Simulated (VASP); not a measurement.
Runs of VASP 6.6.1 on PbSe (Clausthalite). Symmetry: Fm-3m, No. 225, cubic system. The conventional cell has a = 6.121 Å, b = 6.121 Å, c = 6.121 Å, α = 90.00°, β = 90.00°, γ = 90.00°. Pb (site symmetry m-3m) is surrounded by 6 Se at 3.06 Å. Se (site symmetry m-3m) has 6 Pb at 3.06 Å as nearest neighbours. 

```tsv
task	level	cell	cutoff (eV)	smearing	gap on the mesh (eV)	pressure (GPa)	relaxed volume (Å³/atom)
band structure	RPBE	as given	520	fermi-dirac 0.05 eV	0.38	-	-
single point	PBE	as given	520	gaussian 0.014 eV	0.29	2.4	-
relaxation of cell and atoms	RPBE	relaxed	600	fermi-dirac 0.05 eV	(b)	0.0	(a)
single point	PBE	as given	520	gaussian 0.022 eV	0.29	2.4	-
relaxation of cell and atoms	PW91	relaxed	600	fermi-dirac 0.05 eV	0.41	0.0	30.01
relaxation of cell and atoms	AM05	relaxed	600	fermi-dirac 0.05 eV	0.27	0.1	-
band structure	AM05	as given	520	fermi-dirac 0.05 eV	0.27	0.0	-
single point	PBE	as given	520	gaussian 0.011 eV	0.29	2.4	-
```

Alike in all rows: potentials or basis VASP PAW PBE potentials, release 64 (Pb_d, Se); no spin polarisation; k mesh 8 × 8 × 8.

**Question.** Fill in the values left out.

**Answer.** (a) 31.18; (b) 0.63.

Caveats: spin-orbit coupling is left out, which as a rule narrows the gap of such compounds by several tenths of an eV; the PAW data sets were made with another functional, which shifts forces and pressure a little (some runs); the relaxation stopped at its first step, so nothing moved (some runs).

A k mesh can miss the band edges, and the runs leave out spin-orbit coupling on Pb, Se.
